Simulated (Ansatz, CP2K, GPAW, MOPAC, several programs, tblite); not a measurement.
Many methods on one cell: TlCl (CsCl type)

TlCl, CsCl type, relaxed with r2SCAN in Ansatz, was computed with several methods. The symmetry is Pm-3m (No. 221, cubic); conventional cell a = 3.839 Å, 28.29 Å³ an atom. Tl is surrounded by 8 Cl at 3.32 Å; Cl is surrounded by 8 Tl at 3.32 Å. Calculated for a static, non-magnetic cell.

```xyz
2
Lattice="3.8388 0.0000 0.0000 0.0000 3.8388 0.0000 0.0000 0.0000 3.8388" Properties=species:S:1:pos:R:3 pbc="T T T"
Tl    0.0000    0.0000    0.0000
Cl    1.9194    1.9194    1.9194
```

Gaps and times are for a single point on this cell; volume and bulk modulus come from each method's own relaxation or energy curve at fixed shape. Times are rough, from shared hosts (Arm Neoverse V1), and each method has its own mesh and cell size. PM6 (MOPAC), PM7 (MOPAC), GFN1-xTB (tblite), GFN2-xTB (tblite) treat a cluster of cells at its zone centre, which samples few k points: where these miss a band edge, the gap comes out too large for that reason alone. Gaps from k meshes are read at a limited set of points (mesh, symmetry points, PBE's band edges), so each method's own least gap may be somewhat smaller. xTB and the PM methods were fitted mostly to molecules, and can miss a solid's gap by electronvolts. Minimal bases can be far off for gaps. GLLB-SC's gap includes the derivative discontinuity. d marks a direct gap, i an indirect one (no mark: not told apart), a dash a value that wasn't computed or didn't pass its checks.

| method | kind | gap (eV) | own volume (Å³/atom) | bulk modulus (GPa) | atoms computed | processor time |
| --- | --- | --- | --- | --- | --- | --- |
| light PBE (260 eV and a coarse mesh) | light plane-wave | 2.09 d | – | – | 2 | 0.72 s |
| GFN1-xTB (tblite) | tight binding | 5.72 | – | – | 54 | 1.6 s |
| PBE | semilocal | 2.08 d | 29.66 | 22 | 2 | 1.6 s |
| GFN2-xTB (tblite) | tight binding | 6.67 | – | – | 54 | 3 s |
| r2SCAN | semilocal | 2.51 d | 28.29 | 28 | 2 | 3.5 s |
| PBE/single zeta (GPAW) | small basis | 1.95 d | – | – | 2 | 4.1 s |
| PBE/SZV (CP2K) | small basis | 1.82 d | 30.69 | 29 | 2 | 4.4 s |
| GLLB-SC (GPAW) | model potential | 3.90 | – | – | 2 | 8.2 s |
| PM7 (MOPAC) | semi-empirical | 9.37 | – | – | 54 | 11 s |
| PBE/DZVP (CP2K) | small basis | 2.03 d | 29.83 | 23 | 2 | 12 s |
| PM6 (MOPAC) | semi-empirical | 2.95 | – | – | 54 | 57 s |

Against r2SCAN (2.51 eV) and with closed or daggered gaps left aside, the nearest gap at the points sampled is that of light PBE (260 eV and a coarse mesh) (-0.42 eV) and the farthest that of PM7 (MOPAC) (+6.86 eV). r2SCAN is only a yardstick of convenience: semilocal gaps usually lie below measured ones, which GLLB-SC and hybrids aim to mend.

Volumes against r2SCAN's: PBE +4.8 %, PBE/SZV (CP2K) +8.5 %, PBE/DZVP (CP2K) +5.5 %.

Spin-orbit coupling is left out; in compounds of Pb, Bi, Tl or Hg it can lower a gap by up to about 1 eV, split its edges or invert the bands.
